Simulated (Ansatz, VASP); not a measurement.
CdS: VASP beside Ansatz

File INCAR:

```
  PREC = Accurate
  ENCUT = 520
  EDIFF = 1E-7
  ISMEAR = -1
  SIGMA = 0.05
  LREAL = F
  LASPH = T
  NELM = 60
  ALGO = Normal
  ISIF = 2
  LWAVE = F
  LCHARG = F
  GGA = PE
  NBANDS = 16
```

The input KPOINTS:

```
Automatic mesh
0
Gamma
  7 7 5
```

Contents of POSCAR:

```
CdS
1.0
    4.1741825350      0.0000000000      0.0000000000
   -2.0870912675      3.6149481154      0.0000000000
    0.0000000000      0.0000000000      5.6856871846
Cd S
1 1
Direct
    0.0000000000      0.0000000000      0.4426919200
    0.6666666667      0.3333333333      0.4343080800
```

Contents of input.yaml:

```yaml
crystal:
  lattice:
    - [4.174182535, 0.0, 0.0]
    - [-2.0870912675, 3.6149481154, 0.0]
    - [0.0, 0.0, 5.6856871846]
  atoms:
    - { symbol: Cd, position: [0.0, 0.0, 0.44269192] }
    - { symbol: S, position: [0.6666666667, 0.3333333333, 0.43430808] }
hamiltonian:
  xc: pbe
  pseudopotentials: { kind: paw }
kpoints:
  mp_grid: { grid: [7, 7, 5] }
scf:
  occupations: { method: fermi_dirac, width: 0.05 }
output:
  forces: true
  stress: true
  eigenvalues: true
  write_density: true
  write_potential: true
  elf: true
  volumetric_format: npy
```

Change from the starting cell: volume scaled by 0.94.

Alike in both runs: task single point; functional PBE; k mesh 7 × 7 × 5; occupations fermi-dirac, width 0.05 eV; no spin polarisation.

|  | VASP | Ansatz |
| --- | --- | --- |
| version | VASP 6.6.1 | Ansatz 0.2.0 |
| potentials or method | VASP PAW PBE potentials, release 64 (Cd, S) | Ansatz PAW |
| plane-wave cutoff (eV) | 520 | 420 |
| valence electrons in the cell | 18 | 26 |

VASP gave:

```
gap on the k mesh at the Fermi level (eV)       : 1.58
least direct gap on the mesh (eV)               : 1.58
pressure (GPa)                                  : 1.9
largest component of the traceless stress (GPa) : 1.92
rms of the force components (eV/Å)              : 0.009
```

Task: Which values does Ansatz return?

Result: gap on the k mesh at the Fermi level (eV): 1.57; least direct gap on the mesh (eV): 1.58; pressure (GPa): 1.7; largest component of the traceless stress (GPa): 1.68; rms of the force components (eV/Å): 0.007.

Atom by atom the forces differ by 0.002 eV/Å (rms over components). With one functional, cell and mesh, what is left measures potentials, basis and numerics. The two sets of potentials don't hold the same shells in valence.

Caveats: an odd mesh through Γ misses points on the zone boundary, where band edges often lie (VASP); odd divisions of the mesh miss points on the zone boundary, where band edges often lie, so the gap on the mesh can be too wide (Ansatz).
